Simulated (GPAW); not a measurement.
# SnTe (F-43m) in GPAW: single point with PBE

Aim: the single point of SnTe with PBE.

All numbers are computed with GPAW 26.7.0; they aren't measurements. Logs are shortened: lines on timing, memory, paths and dates and some standing lists are left out, and cuts for length are marked. The log counts tension as positive stress, the text compression.

### Step 1. Starting point

The structure is cubic, space group F-43m (No. 216). The conventional cell has a = 7.222 Å, b = 7.222 Å, c = 7.222 Å, α = 90.00°, β = 90.00°, γ = 90.00°. Te (site symmetry -43m) has 4 Sn at 3.13 Å as nearest neighbours. Around Sn (site symmetry -43m) lie 4 Te at 3.13 Å.

Measurements of this composition are mostly on another form, of space group No. 225.

### Step 2. Single point, PBE

run.py

```python
from ase.dft.bandgap import bandgap
from ase.io import read, write
from ase.units import GPa
from gpaw import GPAW, PW

atoms = read('SnTe.xyz')

calc = GPAW(mode=PW(500),
            xc='PBE',
            kpts={'size': (5, 5, 5), 'gamma': True},
            occupations={'name': 'fermi-dirac', 'width': 0.05},
            nbands=19,
            maxiter=120,
            txt='gpaw.txt')
atoms.calc = calc
energy = atoms.get_potential_energy()
forces = atoms.get_forces()
stress = atoms.get_stress()
calc.write('gs.gpw')
write('result.traj', atoms)
print(f'Energy: {energy:.6f} eV')
print('Forces (eV/A):')
print(forces.round(4))
print('Stress (GPa):', (stress / GPa).round(3))
print('Fermi level:', round(calc.get_fermi_level(), 4), 'eV')
print(f'Gap: {bandgap(calc)[0]:.4f} eV, direct: {bandgap(calc, direct=True)[0]:.4f} eV')
```

SnTe.xyz

```xyz
2
Lattice="0.0000000000 3.6111460000 3.6111460000 3.6111460000 0.0000000000 3.6111460000 3.6111460000 3.6111460000 0.0000000000" Properties=species:S:1:pos:R:3 pbc="T T T"
Te     1.8055730000      1.8055730000      1.8055730000
Sn     0.0000000000      0.0000000000      0.0000000000
```

Potentials or basis: GPAW PAW data sets (gpaw-data 1.2.1), pw.

Run with:

```sh
$ OMP_NUM_THREADS=1 python run.py
```

gpaw.txt:

```text
__  _  _
 | _ |_)|_||  |
 |__||  | ||/\| - 26.7.0

Input parameters:
  mode=PW(ecut=500.0),
  kpts=MonkhorstPack(size=(5, 5, 5), gamma=True),
  maxiter=120,
  nbands=19,
  occupations=Occupations(name='fermi-dirac', width=0.05),
  xc=XC(name='PBE')

Diagonalizing LCAO Hamiltonian
Converting LCAO to pw mode

             Te

       Sn

Atoms  # Å, Bohr magnetons
|   | symbol |        x |        y |        z |    initial magnetic moments |
|---|--------|----------|----------|----------|-----------------------------|
| 0 |     Te | 1.805573 | 1.805573 | 1.805573 | ( 0.0000,  0.0000,  0.0000) |
| 1 |     Sn | 0.000000 | 0.000000 | 0.000000 | ( 0.0000,  0.0000,  0.0000) |

Unit cell  # Å
| periodic |        x |        y |        z |  lengths |    angles |
|----------|----------|----------|----------|----------|-----------|
|      yes | 0.000000 | 3.611146 | 3.611146 | 5.106932 | 60.000000 |
|      yes | 3.611146 | 0.000000 | 3.611146 | 5.106932 | 60.000000 |
|      yes | 3.611146 | 3.611146 | 0.000000 | 5.106932 | 60.000000 |

Number of symmetries: 24
Symmetry operations  # r_c * U_cc + t_c -> r_c
|    | kind |            matrix            |
|----|------|------------------------------|
|  0 |  E   |  1, 0, 0,  0, 1, 0,  0, 0, 1 |
|  1 |  σ   |  1, 0, 0,  0, 0, 1,  0, 1, 0 |
|  2 |  σ   |  1, 0,-1,  0, 1,-1,  0, 0,-1 |
|  3 |  C3  |  1, 0,-1,  0, 0,-1,  0, 1,-1 |
|  4 |  C3  |  1,-1, 0,  0,-1, 1,  0,-1, 0 |
|  5 |  σ   |  1,-1, 0,  0,-1, 0,  0,-1, 1 |
|  6 |  σ   |  0, 1, 0,  1, 0, 0,  0, 0, 1 |
|  7 |  C3  |  0, 1, 0,  0, 0, 1,  1, 0, 0 |
|  8 |  C2  |  0, 1,-1,  1, 0,-1,  0, 0,-1 |
|  9 |  S4  |  0, 1,-1,  0, 0,-1,  1, 0,-1 |
| 10 |  C3  |  0, 0, 1,  1, 0, 0,  0, 1, 0 |
| 11 |  σ   |  0, 0, 1,  0, 1, 0,  1, 0, 0 |
| 12 |  S4  |  0, 0,-1,  1, 0,-1,  0, 1,-1 |
| 13 |  C3  |  0, 0,-1,  0, 1,-1,  1, 0,-1 |
| 14 |  S4  |  0,-1, 1,  1,-1, 0,  0,-1, 0 |
| 15 |  C2  |  0,-1, 1,  0,-1, 0,  1,-1, 0 |
| 16 |  C3  |  0,-1, 0,  1,-1, 0,  0,-1, 1 |
| 17 |  S4  |  0,-1, 0,  0,-1, 1,  1,-1, 0 |
| 18 |  S4  | -1, 1, 0, -1, 0, 1, -1, 0, 0 |
| 19 |  C3  | -1, 1, 0, -1, 0, 0, -1, 0, 1 |
| 20 |  C3  | -1, 0, 1, -1, 1, 0, -1, 0, 0 |
| 21 |  S4  | -1, 0, 1, -1, 0, 0, -1, 1, 0 |
| 22 |  σ   | -1, 0, 0, -1, 1, 0, -1, 0, 1 |
| 23 |  C2  | -1, 0, 0, -1, 0, 1, -1, 1, 0 |

BZ-sampling:
  Number of BZ points: 125
  Number of IBZ points: 10

  Monkhorst-Pack size: [5, 5, 5]
  Monkhorst-Pack shift: [0, 0, 0]

K-points  # in reciprocal-cell coordinates
|   |                                coordinates |     weight |
|---|--------------------------------------------|------------|
| 0 | (  0.00000000,   0.00000000,   0.00000000) | 0.00800000 |
| 1 | (  0.20000000,   0.20000000,   0.00000000) | 0.04800000 |
| 2 | (  0.20000000,   0.20000000,   0.20000000) | 0.06400000 |
| 3 | (  0.40000000,   0.20000000,  -0.20000000) | 0.19200000 |
| 4 | (  0.40000000,   0.20000000,   0.20000000) | 0.09600000 |
| 5 | (  0.40000000,   0.40000000,  -0.40000000) | 0.19200000 |
| 6 | (  0.40000000,   0.40000000,  -0.20000000) | 0.09600000 |
| 7 | (  0.40000000,   0.40000000,   0.00000000) | 0.04800000 |
| 8 | (  0.40000000,   0.40000000,   0.20000000) | 0.19200000 |
| 9 | (  0.40000000,   0.40000000,   0.40000000) | 0.06400000 |

Plane wave coefficients: 2421
Cutoff: 500.0 eV

Spin-components: 1 (collinear spins)
Bands:           19
Projectors:      11
Spin-degeneracy: 2
Datatype:        complex128

Parallelization:
  kpt:    1
  domain: 1
  band:   1

Density:
  Valence electrons: 20.0
  Components: 1
  Grid points: [27 27 27]
  Charge: 0.0  # |e|

Potential:
  Grid points: [27 27 27]

species:
  Te:
    name:    Tellurium
    Z:       52.0
    valence: 6
    core:    46
    charge:  0.0  # [|e|]
    compensation charges:
      type: gauss
      rc: 0.36  # [Å]
      lmax: 2
    cutoffs:
      filter: 2.09  # [Å]
      core: 3.17  # [Å]
    projectors
    | kind |    occ | energy [eV] | rcut [Å] |
    |------|--------|-------------|----------|
    |   5s |  2.000 |     -15.089 |    1.180 |
    |   5p |  4.000 |      -5.955 |    1.196 |
    |    s |        |      12.123 |    1.180 |
    |    p |        |      21.256 |    1.196 |
    |    d |        |       0.000 |    1.238 |

    Using partial waves for Te as LCAO basis

  Sn:
    name:    Tin
    Z:       50.0
    valence: 14
    core:    36
    charge:  0.0  # [|e|]
    compensation charges:
      type: gauss
      rc: 0.38  # [Å]
      lmax: 2
    cutoffs:
      filter: 2.23  # [Å]
      core: 2.35  # [Å]
    projectors
    | kind |    occ | energy [eV] | rcut [Å] |
    |------|--------|-------------|----------|
    |   5s |  2.000 |     -10.538 |    1.201 |
    |   5p |  2.000 |      -3.696 |    1.270 |
    |   4d | 10.000 |     -25.845 |    1.185 |
    |    s |        |      16.674 |    1.201 |
    |    p |        |      23.515 |    1.270 |
    |    d |        |       1.367 |    1.185 |

    Using partial waves for Sn as LCAO basis

Reference energy: -352801.376741  # eV

eigensolver:
  PPCG
  Converge bands: occupied
  niter=2

density mixing:
  MSR1-Mixer
  Pratt-step length: 0.05
  Maximum mixing coefficient: 0.75
  Old densities: 10
  SVD Regularization: 0.005
  Good broyden scale: 1.0
  Trust region scale: 1.0
  Backstep threshold: 4.0
  History deletion threshold: 6.0
  Fourier metric: weight=20.0, sigma=0.015

occupation numbers:
  Fermi-Dirac:
    width: 0.0500  # eV

poisson solver:
  ecut: 4000.0  # eV

xc functional:
  name: PBE with 2 nearest neighbor stencil

convergence criteria:
- Maximum [total energy] change in last 3 cyles: 0.0005 eV / valence electron
- Maximum integral of absolute [dens]ity change: 0.0001 electrons / valence electron
- Maximum integral of absolute [eigenst]ate change: 4e-08 eV^2 / valence electron
maximum number of iterations: 120

SCF iterations
|iter     | |      energy | eigst |  dens |
|---------|-|-------------|-------|-------|
|iter:   1| |   -7.431540 | -0.23 |       |
|iter:   2| |   -7.404554 | -2.18 | -1.30 |
|iter:   3| |   -7.310629 | -2.42 | -1.36 |
|iter:   4| |   -7.312283 | -3.72 | -1.91 |
|iter:   5| |   -7.312505c| -4.16 | -2.30 |
|iter:   6| |   -7.312549c| -5.57 | -3.16 |
|iter:   7| |   -7.312554c| -6.45 | -3.63 |
|iter:   8| |   -7.312555c| -7.68c| -4.79c|

Converged in 8 steps
Energy contributions relative to reference atoms: (reference = -352801.376741)

Energy contributions:
  Kinetic:          10.640141
  Coulomb:         -12.128693
  Zero:              0.182873
  External:          0.000000
  Xc:               -6.006092
  Entropy:          -0.001566
  Spinorbit:         0.000000
  ----------------------------
  Free energy:      -7.313338
  Extrapolated:     -7.312555

dipole moment: (-28.260831, -28.260831, -28.260831)  # |e|*Ang

Fermi level: 2.845
Eigenvalues  # (at kpt = [0.000, 0.000, 0.000])
| band index |      eig [eV] | occ [0-2] |
|------------|---------------|-----------|
|          0 |       -18.938 |     2.000 |
|        ... |               |           |
|          2 |       -18.938 |     2.000 |
|          3 |       -18.928 |     2.000 |
|          4 |       -18.928 |     2.000 |
|          5 |        -8.661 |     2.000 |
|          6 |        -2.314 |     2.000 |
|          7 |         0.911 |     2.000 |
[... 9 lines left out ...]
|         17 |        10.483 |     0.000 |
|         18 |        10.483 |     0.000 |

Gap: 0.413 eV
Transition (v -> c):
  (s=0, k=3, n=9, [0.40, 0.20, -0.20]) -> (s=0, k=7, n=10, [0.40, 0.40, 0.00])
Direct/indirect transitions are different
Direct gap: 0.850 eV
Transition at: (s=0, k=7, n=9, [0.40, 0.40, 0.00])

Forces  # eV/Ang
|        x |        y |        z |
|----------|----------|----------|
|  0.00000 |  0.00000 |  0.00000 |  # Te   0
| -0.00000 | -0.00000 | -0.00000 |  # Sn   1

Stress tensor  # eV/Ang^3
|         x |         y |         z |
|-----------|-----------|-----------|
|  0.002120 | -0.000000 | -0.000000 |
| -0.000000 |  0.002120 |  0.000000 |
| -0.000000 |  0.000000 |  0.002120 |

# Writing to gs.gpw (mode='')
```

Wall time 13 s (1 thread of AMD EPYC 7R43 (Zen 3), shared host); peak memory 0.16 GiB.

Results:

```
Free energy            : -7.3133 eV
Pressure               : -0.3 GPa
Band gap on the k mesh : 0.41 eV, indirect (least direct gap 0.85 eV)
```

Caveat: the cutoff is short for stress and forces, so pressures can be off by a GPa or more; spin-orbit coupling is left out, which moves the levels of the heavy elements; an odd mesh through Γ misses points on the zone boundary, where band edges often lie.
